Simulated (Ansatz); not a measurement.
**GaP: normal modes**

Aim: for GaP, get the zone-centre phonons.

Method: DFT PBE, scalar-relativistic, plane waves, PAW, in Ansatz 0.2.0.

3 further runs of the same task are left out: 3 set aside as unsound or not needed.

## Step 1: The system as given

It takes space group R-3m (No. 166, trigonal). The conventional cell has a = 3.885 Å, b = 3.885 Å, c = 19.304 Å, α = 90.00°, β = 90.00°, γ = 120.00°. Ga (site symmetry 3m) has 3 P at 2.40 Å and 1 Ga at 2.49 Å as nearest neighbours. Around P (site symmetry 3m) lie 1 P at 2.22 Å and 3 Ga at 2.40 Å.

Structure file:

```cif
data_structure
_symmetry_space_group_name_H-M 'R-3m:H'
_symmetry_Int_Tables_number 166
_cell_length_a 3.8846
_cell_length_b 3.8846
_cell_length_c 19.3041
_cell_angle_alpha 90.000
_cell_angle_beta 90.000
_cell_angle_gamma 120.000
_cell_volume 252.28
loop_
_atom_site_label
_atom_site_type_symbol
_atom_site_symmetry_multiplicity
_atom_site_Wyckoff_symbol
_atom_site_fract_x
_atom_site_fract_y
_atom_site_fract_z
_atom_site_occupancy
Ga1 Ga 6 c 0.66667 0.33333 0.76892 1
P1 P 6 c 0.33333 0.66667 0.72418 1
```

It goes back to an entry of the Materials Project, which need not be the stable form.

It is built from the cell relaxed beforehand with the same method (21.02 Å³/atom).

## Step 2: The reference: the undisturbed cell on the scan's mesh

Contents of input.yaml:

```yaml
crystal:
  lattice:
    - [-3.8846128274, 0.0, 0.0]
    - [0.0, 6.7283467848, 0.0]
    - [1.9423064137, -1.1213911308, -6.4346842719]
  atoms:
    - { symbol: Ga, position: [0.346627121, 0.7822090403, 0.6932542419] }
    - { symbol: Ga, position: [0.846627121, 0.2822090403, 0.6932542419] }
    - { symbol: Ga, position: [0.153372879, 0.7177909597, 0.3067457581] }
    - { symbol: Ga, position: [0.653372879, 0.2177909597, 0.3067457581] }
    - { symbol: P, position: [0.9137352193, 0.9712450731, 0.8274704386] }
    - { symbol: P, position: [0.4137352193, 0.4712450731, 0.8274704386] }
    - { symbol: P, position: [0.5862647807, 0.5287549269, 0.1725295614] }
    - { symbol: P, position: [0.0862647807, 0.0287549269, 0.1725295614] }
basis:
  ecutwfc: 420
kpoints:
  mp_grid: { grid: [8, 4, 8] }
hamiltonian:
  xc: pbe
scf:
  occupations: { method: gaussian, width: 0.05 }
output:
  forces: true
  stress: true
  eigenvalues: true
```

Started as:

```bash
$ ansatz run input.yaml --threads 2 --pin off --max-ram 5120MiB --backend cpu --events-out ev --progress --plain --runs-dir out
```

What it wrote, shortened:

```text
Warning: RAYON_NUM_THREADS=2 ignored (pool sized by the plan → 2); use --threads N
[...]
Pseudopotentials: kind: paw
Pseudopotential: Ga, paw, valence charge 13, recommended cutoff 420 eV (normal), Ga.paw.azcp
Pseudopotential: P, paw, valence charge 5, recommended cutoff 420 eV (normal), P.paw.azcp
Functional definition: PBE
[...]
Crystal: 8 atoms, lattice volume = 168.183 Å³
Basis set: ecut = 420 eV, 3321 PW (Γ), exchange–correlation on 54×90×96 points (8 copies of the dense FFT grid, shifted against one another)
Bands: 44, of which v1, the nominal top of the filled ones, is band 36 counted from 1 (35 counted from 0)
Symmetry: 8 space group operations
Space group: R-3m (ITA 166), of the structure as read, at distance tolerance 5.5e-5 Å
k-points: 78 of 256
[...]
SCF iter   1: F=—  HF=-18157.205051 eV  |F-HF|=—  |Δ(HF+E_count)|=         —  Δρ=2.74e-3  dr2=4.22e-2  ethr=1.77e-3  ⟨swp⟩=8.0  Hψ=15041  notcnv=0  defer=2
[...]
SCF iter   7: F=-18157.190546 eV  HF=-18157.190546 eV  |F-HF|=7.78e-8  |Δ(HF+E_count)|=   3.26e-7  Δρ=8.52e-6  dr2=8.30e-8  ethr=1.39e-10  ⟨swp⟩=11.5  Hψ=15986  notcnv=0
[...]
SCF converged after 7 iterations
Free energy (F): -18157.190546 eV
[...]
E sigma→0 (E₀):  -18157.190546 eV
Fermi energy:    7.364677 eV
[...]
--- Forces (eV/Å), atoms counted from 1 ---
  atom   1  Ga    -0.00000000    -0.00076163    -0.00007834
  atom   2  Ga    -0.00000000    -0.00076163    -0.00007834
  atom   3  Ga     0.00000000     0.00076163     0.00007834
  atom   4  Ga     0.00000000     0.00076163     0.00007834
  atom   5  P      0.00000000     0.00125726     0.00001213
  atom   6  P      0.00000000     0.00125726     0.00001213
  atom   7  P     -0.00000000    -0.00125726    -0.00001213
  atom   8  P     -0.00000000    -0.00125726    -0.00001213
[...]
--- Stress (GPa, compression-positive) ---
        0.005123      -0.000000      -0.000000
       -0.000000      -0.014680       0.003796
       -0.000000       0.003795       0.001319
  P = ⅓ Tr σ = -0.0027 GPa (-0.027 kbar)
--- Band table (eV; the first three rows and the last of 78) ---
[...]
```

It took 9.9 s on 2 threads of Intel Xeon 6975P-C (Granite Rapids), shared host; peak memory 0.71 GiB.

The cell is repeated 2 times, 8 atoms in all. The reference gives a free energy of -18157.1905 eV, pressure 0.00 GPa, largest force 0.001 eV/Å and gap on the mesh 0.80 eV.

## Step 3: Zone-centre phonons by finite displacements

Changes to input.yaml since step 2:

```diff
@@ -23,4 +23,8 @@
 output:
-  forces: true
-  stress: true
   eigenvalues: true
+phonons:
+  method: fd
+  supercell: [1, 1, 1]
+  amplitude: 0.02
+  eigenvectors: true
+  dielectric: false
```

Started as:

```bash
$ ansatz run input.yaml --threads 2 --pin off --max-ram 5120MiB --backend cpu --events-out ev --progress --plain --runs-dir out
```

What it wrote, shortened:

```text
Warning: RAYON_NUM_THREADS=2 ignored (pool sized by the plan → 2); use --threads N
[...]
[... 4 set-up lines as earlier in the session ...]
[...]
Crystal: 8 atoms, lattice volume = 168.183 Å³
Basis set: ecut = 420 eV, 3321 PW (Γ), exchange–correlation on 54×90×96 points (8 copies of the dense FFT grid, shifted against one another)
Bands: 44, of which v1, the nominal top of the filled ones, is band 36 counted from 1 (35 counted from 0)
[... 1 set-up line as earlier in the session ...]
k-points: 78 of 256
[...]
SCF iter   1: F=—  HF=-18157.205051 eV  |F-HF|=—  |Δ(HF+E_count)|=         —  Δρ=2.74e-3  dr2=4.22e-2  ethr=1.77e-3  ⟨swp⟩=8.0  Hψ=15041  notcnv=0  defer=2
[...]
Symmetry: 2 space group operations
[...]
  atom   7  P     -0.00000000    -0.00125691     0.00002552
  atom   8  P     -0.00000000    -0.00125691     0.00002552
[...]
--- Band table (eV; the first three rows and the last of 78) ---
[...]
--- Phonons: 8 displaced members + reference (amplitude 0.02 Å, Σ member SCF iterations 58) ---
  symmetry images taken by strict's conditions (phonons.symmetry_images: auto; settled by no image being taken that strict refuses)
  ASR residual: 4.627e-4 → 0.000e0 eV/Å²; symmetrization residual: 3.164e-3 eV/Å²
  largest component of a force at the reference: 1.3e-3 eV/Å
  ASR residual per site (eV/Å²): 4.63e-4 4.63e-4 4.63e-4 4.63e-4 4.14e-4 4.14e-4 4.14e-4 4.14e-4
  Γ frequencies (cm⁻¹): 0.00 0.00 0.00 72.19 72.52 90.93 96.05 109.16 148.13 186.80 206.88 252.19 262.93 268.99 309.76 313.46 313.53 327.39 344.50 352.24 352.41 353.37 438.10 445.24
  density of states and harmonic sums: on the 17×10×10 q-mesh, interpolated from the force constants of a 1×1×1 supercell (no non-analytic term)
  largest difference from the sums on the solved wave vectors: F 4.21e-1 eV, S 6.79e-4 and C_V 2.58e-4 eV/K
[...]
```

Run time: 2.3 min. Hardware: 2 threads of Intel Xeon 6975P-C (Granite Rapids), shared host; peak memory 1.1 GiB.

The modes, lowest first (cm⁻¹, without the LO–TO term): 1: 0, 2: 0, 3: 0, 4: 72, 5: 73, 6: 91, 7: 96, 8: 109, 9: 148, 10: 187, 11: 207, 12: 252, 13: 263, 14: 269, 15: 310, 16: 313, 17: 314, 18: 327, 19: 344, 20: 352, 21: 352, 22: 353, 23: 438, 24: 445. The cell doubles the primitive one, so its zone centre also holds the primitive cell's point q = (0, 0, 1/2). Three modes near zero are the rigid translations.

## Step 4: Results

| quantity | value |
| --- | --- |
| modes | 24 from 0 to 445 cm⁻¹ |

No mode of this cell is imaginary beyond 10 cm⁻¹; other wave vectors were not probed.
